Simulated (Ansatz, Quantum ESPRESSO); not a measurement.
**CaO and the functional, program beside program**

```cif
data_structure
_symmetry_space_group_name_H-M 'Fm-3m'
_symmetry_Int_Tables_number 225
_cell_length_a 4.8071
_cell_length_b 4.8071
_cell_length_c 4.8071
_cell_angle_alpha 90.000
_cell_angle_beta 90.000
_cell_angle_gamma 90.000
_cell_volume 111.08
loop_
_atom_site_label
_atom_site_type_symbol
_atom_site_symmetry_multiplicity
_atom_site_Wyckoff_symbol
_atom_site_fract_x
_atom_site_fract_y
_atom_site_fract_z
_atom_site_occupancy
Ca1 Ca 4 a 0.00000 0.00000 0.00000 1
O1 O 4 b 0.50000 0.00000 0.00000 1
```

The cell is a database's computed one, not the measured one.

Kept alike: task band structure; k mesh 10 × 10 × 10; occupations fermi-dirac, width 0.05 eV; no spin polarisation. The mesh is that of the run's cell of 2 atoms. No spin-orbit coupling.

- A: Ansatz, all-electron LAPW, scalar-relativistic
- B: Quantum ESPRESSO, SG15 PBE 1.2, made for PBE, cutoff 1197 eV

```csv
functional,A: pressure (GPa),B: pressure (GPa)
BLYP,4.32,4.19
LDA,-7.00,-5.86
PBE,1.60,?
PBEsol,-2.73,-2.35
RPBE,5.37,4.98
```

Pressure is positive in compression; plane-wave values hold the error of the finite cutoff. Values on potentials made for another functional: B at BLYP, LDA, PBEsol, RPBE.

**Question.** Estimate the value left open.

**Answer.** In the median of the other rows B lies +0.12 GPa from the other column, which points to 1.72; the run gave 1.55 GPa, -0.17 from it.
